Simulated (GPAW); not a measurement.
# BaTiO3 (P4mm) in GPAW: further runs

The runs below take BaTiO3 through Fermi surface, eps q, with r2SCAN, LDA+U.

Everything below comes from runs of GPAW 26.7.0. Logs are shortened: lines on timing, memory, paths and dates and some standing lists are left out, and cuts for length are marked. The log counts tension as positive stress, the text compression.

### 1 The structure

It takes space group P4mm (No. 99, tetragonal). Conventional cell: a = 4.000 Å, b = 4.000 Å, c = 4.018 Å, α = 90.00°, β = 90.00°, γ = 90.00°. Ba (site symmetry 4mm) has 12 O at 2.79 to 2.88 Å as nearest neighbours. Ti (site symmetry 4mm) is surrounded by 6 O at 1.89 to 2.13 Å. O (site symmetry 2mm) has 2 Ti at 2.00 Å as nearest neighbours. O (site symmetry 4mm) has 2 Ti at 1.89 to 2.13 Å as nearest neighbours.

### 2 Fermi surface, r2SCAN

run.py reads:

```python
import json
import numpy as np
from ase import Atoms
from ase.dft.bandgap import bandgap
from ase.io import write
from ase.units import GPa
from gpaw import GPAW, PW

atoms = Atoms(['Ba', 'Ti', 'O', 'O', 'O'],
              cell=[[3.9998, 0.0, 0.0],
                    [0.0, 3.9998, 0.0],
                    [0.0, 0.0, 4.018]],
              scaled_positions=[[0.0, 0.0, 0.0],
                                [0.5, 0.5, 0.49],
                                [0.0, 0.5, 0.517],
                                [0.5, 0.0, 0.517],
                                [0.5, 0.5, 0.019]],
              pbc=True)

calc = GPAW(mode=PW(800),
            xc='MGGA_X_R2SCAN+MGGA_C_R2SCAN',
            kpts={'size': (5, 5, 5), 'gamma': True},
            occupations={'name': 'fermi-dirac', 'width': 0.05},
            nbands=36,
            convergence={'density': 1e-05, 'energy': 1e-05},
            maxiter=150,
            txt='gpaw.txt')
atoms.calc = calc
energy = atoms.get_potential_energy()
forces = atoms.get_forces()
stress = atoms.get_stress()
calc.write('gs.gpw')
write('result.traj', atoms)
print(f'Energy: {energy:.6f} eV')
print('Forces (eV/A):')
print(forces.round(4))
print('Stress (GPa):', (stress / GPa).round(3))
print('Fermi level:', round(calc.get_fermi_level(), 4), 'eV')
print(f'Gap: {bandgap(calc)[0]:.4f} eV, direct: {bandgap(calc, direct=True)[0]:.4f} eV')

size = (8, 8, 8)
dense = calc.fixed_density(kpts={'size': size, 'gamma': True}, update_fermi_level=True,
                           convergence={'bands': 'CBM+2.0', 'eigenstates': 1e-7}, txt='dense.txt')
ef = dense.get_fermi_level()
index = np.round(dense.get_bz_k_points() * size).astype(int) % size
recip = 2 * np.pi * atoms.cell.reciprocal()
sheets = []
for s, e_kn in enumerate(dense.eigenvalues()):
    for n in range(e_kn.shape[1] - 2):
        if e_kn[:, n].min() < ef < e_kn[:, n].max():
            e = np.empty(size)
            e[tuple(index.T)] = e_kn[dense.get_bz_to_ibz_map(), n] - ef
            de = np.array([(np.roll(e, -1, c) - np.roll(e, 1, c)) * size[c] / 2 for c in range(3)])
            v = np.linalg.norm(np.einsum('vc,cxyz->vxyz', np.linalg.inv(recip), de), axis=0)
            w = np.exp(-(e / 0.1)**2) / (0.1 * np.pi**0.5)
            sheets.append({'spin': s, 'band': n, 'filled': (e < 0).mean(), 'dos': w.mean(), 'bottom': e.min(), 'top': e.max(),
                           'velocity': (w * v).sum() / w.sum() * 1.519267e5, 'slice': e[:, :, 0].round(3).tolist()})
            print(f'spin {s} band {n}: filled share {sheets[-1]["filled"]:.3f}, from {e.min():.3f} to {e.max():.3f} eV,',
                  f'{w.mean():.3f} states/eV, mean velocity {sheets[-1]["velocity"]:.3e} m/s')
print('Fermi level on the dense mesh:', round(ef, 4), 'eV,', len(sheets), 'sheets')
json.dump({'ef': ef, 'sheets': sheets}, open('fermi.json', 'w'))
```

Potentials or basis: GPAW PAW data sets (gpaw-data 1.2.1), pw.

Command:

```
$ OMP_NUM_THREADS=1 python run.py
```

gpaw.txt:

```text
__  _  _
 | _ |_)|_||  |
 |__||  | ||/\| - 26.7.0

Input parameters:
  mode=PW(ecut=800.0),
  convergence={'density': 1e-05, 'energy': 1e-05},
  kpts=MonkhorstPack(size=(5, 5, 5), gamma=True),
  maxiter=150,
  nbands=36,
  occupations=Occupations(name='fermi-dirac', width=0.05),
  xc=XC(name='MGGA_X_R2SCAN+MGGA_C_R2SCAN')

Diagonalizing LCAO Hamiltonian
Converting LCAO to pw mode
   .---------.
  /|         |
 * |         |
 |O|         |
 | |  OTi    |
 | .---------.
 |/    O    /
 Ba--------*

Atoms  # Å, Bohr magnetons
|   | symbol |        x |        y |        z |    initial magnetic moments |
|---|--------|----------|----------|----------|-----------------------------|
| 0 |     Ba | 0.000000 | 0.000000 | 0.000000 | ( 0.0000,  0.0000,  0.0000) |
| 1 |     Ti | 1.999900 | 1.999900 | 1.968820 | ( 0.0000,  0.0000,  0.0000) |
| 2 |      O | 0.000000 | 1.999900 | 2.077306 | ( 0.0000,  0.0000,  0.0000) |
| 3 |      O | 1.999900 | 0.000000 | 2.077306 | ( 0.0000,  0.0000,  0.0000) |
| 4 |      O | 1.999900 | 1.999900 | 0.076342 | ( 0.0000,  0.0000,  0.0000) |

Unit cell  # Å
| periodic |        x |        y |        z |  lengths |    angles |
|----------|----------|----------|----------|----------|-----------|
|      yes | 3.999800 | 0.000000 | 0.000000 | 3.999800 | 90.000000 |
|      yes | 0.000000 | 3.999800 | 0.000000 | 3.999800 | 90.000000 |
|      yes | 0.000000 | 0.000000 | 4.018000 | 4.018000 | 90.000000 |

Number of symmetries: 8
Symmetry operations  # r_c * U_cc + t_c -> r_c
|   | kind |            matrix            |
|---|------|------------------------------|
| 0 |  E   |  1, 0, 0,  0, 1, 0,  0, 0, 1 |
| 1 |  σ   |  1, 0, 0,  0,-1, 0,  0, 0, 1 |
| 2 |  σ   |  0, 1, 0,  1, 0, 0,  0, 0, 1 |
| 3 |  C4  |  0, 1, 0, -1, 0, 0,  0, 0, 1 |
| 4 |  C4  |  0,-1, 0,  1, 0, 0,  0, 0, 1 |
| 5 |  σ   |  0,-1, 0, -1, 0, 0,  0, 0, 1 |
| 6 |  σ   | -1, 0, 0,  0, 1, 0,  0, 0, 1 |
| 7 |  C2  | -1, 0, 0,  0,-1, 0,  0, 0, 1 |

BZ-sampling:
  Number of BZ points: 125
  Number of IBZ points: 18

  Monkhorst-Pack size: [5, 5, 5]
  Monkhorst-Pack shift: [0, 0, 0]

K-points  # in reciprocal-cell coordinates
|     |                                coordinates |     weight |
|-----|--------------------------------------------|------------|
|   0 | (  0.00000000,   0.00000000,   0.00000000) | 0.00800000 |
|   1 | (  0.00000000,   0.00000000,   0.20000000) | 0.01600000 |
|   2 | (  0.00000000,   0.00000000,   0.40000000) | 0.01600000 |
|   3 | (  0.20000000,   0.00000000,   0.00000000) | 0.03200000 |
|   4 | (  0.20000000,   0.00000000,   0.20000000) | 0.06400000 |
|   5 | (  0.20000000,   0.00000000,   0.40000000) | 0.06400000 |
|   6 | (  0.20000000,   0.20000000,   0.00000000) | 0.03200000 |
|   7 | (  0.20000000,   0.20000000,   0.20000000) | 0.06400000 |
|   8 | (  0.20000000,   0.20000000,   0.40000000) | 0.06400000 |
|   9 | (  0.40000000,   0.00000000,   0.00000000) | 0.03200000 |
| ... |                                            |            |
|  17 | (  0.40000000,   0.40000000,   0.40000000) | 0.06400000 |

Plane wave coefficients: 3317
Cutoff: 800.0 eV

Spin-components: 1 (collinear spins)
Bands:           36
Projectors:      27
Spin-degeneracy: 2
Datatype:        complex128

Density:
  Valence electrons: 40.0
  Components: 1
  Grid points: [27 27 27]
  Charge: 0.0  # |e|

Potential:
  Grid points: [27 27 27]

species:
  Ba:
    name:    Barium
    Z:       56.0
    valence: 10
    core:    46
    charge:  0.0  # [|e|]
    compensation charges:
      type: gauss
      rc: 0.37  # [Å]
      lmax: 2
    cutoffs:
      filter: 2.06  # [Å]
      core: 2.33  # [Å]
    projectors
    | kind |    occ | energy [eV] | rcut [Å] |
    |------|--------|-------------|----------|
    |   5s |  2.000 |     -33.644 |    1.164 |
    |   6s |  2.000 |      -3.229 |    1.164 |
    |   5p |  6.000 |     -18.744 |    1.164 |
    |    p |        |       0.000 |    1.164 |
    |    d |        |       0.000 |    1.164 |
    |    d |        |      27.211 |    1.164 |

    Using partial waves for Ba as LCAO basis

  Ti:
    name:    Titanium
    Z:       22.0
    valence: 12
    core:    10
    charge:  0.0  # [|e|]
    compensation charges:
      type: gauss
      rc: 0.38  # [Å]
      lmax: 2
    cutoffs:
      filter: 2.23  # [Å]
      core: 1.02  # [Å]
    projectors
    | kind |    occ | energy [eV] | rcut [Å] |
    |------|--------|-------------|----------|
    |   3s |  2.000 |     -62.623 |    1.270 |
    |   4s |  2.000 |      -4.466 |    1.270 |
    |   3p |  6.000 |     -38.862 |    1.058 |
    |   4p |  0.000 |      -1.466 |    1.058 |
    |   3d |  2.000 |      -4.258 |    1.058 |
    |    d |        |      22.953 |    1.058 |

    Using partial waves for Ti as LCAO basis

  O:
    name:    Oxygen
    Z:       8.0
    valence: 6
    core:    2
    charge:  0.0  # [|e|]
    compensation charges:
      type: gauss
      rc: 0.21  # [Å]
      lmax: 2
    cutoffs:
      filter: 1.17  # [Å]
      core: 0.83  # [Å]
    projectors
    | kind |    occ | energy [eV] | rcut [Å] |
    |------|--------|-------------|----------|
    |   2s |  2.000 |     -23.961 |    0.688 |
    |   2p |  4.000 |      -9.029 |    0.598 |
    |    s |        |       3.251 |    0.688 |
    |    p |        |      18.182 |    0.598 |
    |    d |        |       0.000 |    0.619 |

    Using partial waves for O as LCAO basis

Reference energy: -250624.413696  # eV

eigensolver:
  PPCG
  Converge bands: occupied
  niter=2

density mixing:
  MSR1-Mixer
  Pratt-step length: 0.05
  Maximum mixing coefficient: 0.75
  Old densities: 10
  SVD Regularization: 0.005
  Good broyden scale: 1.0
  Trust region scale: 1.0
  Backstep threshold: 4.0
  History deletion threshold: 6.0
  Fourier metric: weight=20.0, sigma=0.015

occupation numbers:
  Fermi-Dirac:
    width: 0.0500  # eV

poisson solver:
  ecut: 6400.0  # eV

xc functional:
  name: MGGA_X_R2SCAN+MGGA_C_R2SCAN with 2 nearest neighbor stencil

convergence criteria:
- Maximum integral of absolute [dens]ity change: 1e-05 electrons / valence electron
- Maximum [total energy] change in last 3 cyles: 1e-05 eV / valence electron
- Maximum integral of absolute [eigenst]ate change: 4e-08 eV^2 / valence electron
maximum number of iterations: 150

SCF iterations
|iter     | |      energy | eigst |  dens |
|---------|-|-------------|-------|-------|
|iter:   1| |  -85.406347 | +0.25 |       |
|iter:   2| |  -67.970139 | -1.31 | -0.87 |
|iter:   3| |  -67.271375 | -0.39 | -0.91 |
|iter:   4| |  -64.249987 | -1.10 | -0.94 |
|iter:   5| |  -64.062113 | -2.18 | -1.50 |
|iter:   6| |  -64.086344 | -2.01 | -1.67 |
|iter:   7| |  -64.019508 | -3.07 | -1.91 |
|iter:   8| |  -64.016476 | -3.86 | -2.53 |
|iter:   9| |  -64.016112 | -4.70 | -3.03 |
|iter:  10| |  -64.016108c| -6.39 | -3.68 |
|iter:  11| |  -64.016108c| -7.25 | -4.16 |
|iter:  12| |  -64.016108c| -7.53c| -4.85 |
|iter:  13| |  -64.016108c| -8.40c| -5.39c|

Converged in 13 steps
Energy contributions relative to reference atoms: (reference = -250624.413696)

Energy contributions:
  Kinetic:          28.856023
  Coulomb:         -30.444706
  Zero:             -0.082418
  External:          0.000000
  Xc:              -62.345007
  Entropy:          -0.000000
  Spinorbit:         0.000000
  ----------------------------
  Free energy:     -64.016108
  Extrapolated:    -64.016108

dipole moment: (-35.359368, -35.359368, -33.820653)  # |e|*Ang

Fermi level: 8.314
Eigenvalues  # (at kpt = [0.000, 0.000, 0.000])
| band index |      eig [eV] | occ [0-2] |
|------------|---------------|-----------|
|          0 |       -51.467 |     2.000 |
|        ... |               |           |
|         12 |         4.987 |     2.000 |
|         13 |         4.987 |     2.000 |
|         14 |         6.101 |     2.000 |
|         15 |         6.101 |     2.000 |
|         16 |         6.190 |     2.000 |
|         17 |         7.058 |     2.000 |
[... 8 lines left out ...]
|         26 |        12.997 |     0.000 |
|         27 |        15.652 |     0.000 |
|        ... |               |           |
|         35 |        28.172 |     0.000 |

Gap: 2.340 eV
Transition (v -> c):
  (s=0, k=17, n=19, [0.40, 0.40, 0.40]) -> (s=0, k=0, n=20, [0.00, 0.00, 0.00])
Direct/indirect transitions are different
Direct gap: 2.457 eV
Transition at: (s=0, k=0, n=19, [0.00, 0.00, 0.00])

Forces  # eV/Ang
|        x |       y |        z |
|----------|---------|----------|
|  0.00000 | 0.00000 |  0.07475 |  # Ba   0
|  0.00000 | 0.00000 | -0.13994 |  # Ti   1
|  0.00000 | 0.00000 | -0.13721 |  # O    2
|  0.00000 | 0.00000 | -0.13721 |  # O    3
| -0.00000 | 0.00000 |  0.34582 |  # O    4

Stress tensor  # eV/Ang^3
|         x |         y |         z |
|-----------|-----------|-----------|
| -0.002830 |  0.000000 | -0.000000 |
|  0.000000 | -0.002830 |  0.000000 |
| -0.000000 |  0.000000 | -0.008372 |

# Writing to gs.gpw (mode='')
```

Run time: 4.8 min. Hardware: 1 thread of Intel Xeon Platinum 8488C (Sapphire Rapids), shared host; peak memory 0.67 GiB.

What came out:

- Free energy: -64.0161 eV
- Pressure: 0.7 GPa
- Largest force: 0.346 eV/Å
- Band gap on the k mesh: 2.34 eV, indirect (least direct gap 2.46 eV)

Forces on the atoms (eV/Å):
```
Ba   0.000  0.000  0.075
Ti   0.000  0.000 -0.140
O    0.000  0.000 -0.137
O    0.000  0.000 -0.137
O    0.000  0.000  0.346
```

Levels at points of the mesh, in eV from the valence-band top:
| k point | band 17 | band 18 | band 19 | band 20 | band 21 | band 22 | band 23 | band 24 |
| --- | --- | --- | --- | --- | --- | --- | --- | --- |
| (0.00, 0.00, 0.00) | -1.01 | -0.14 | -0.12 | -0.12 | 2.34 | 2.54 | 2.54 | 4.45 |

Caveat: the PAW data sets were made with another functional, which shifts forces and pressure a little; spin-orbit coupling is left out, which moves the levels of the heavy elements; an odd mesh through Γ misses points on the zone boundary, where band edges often lie.

[end of part 1 of 2]
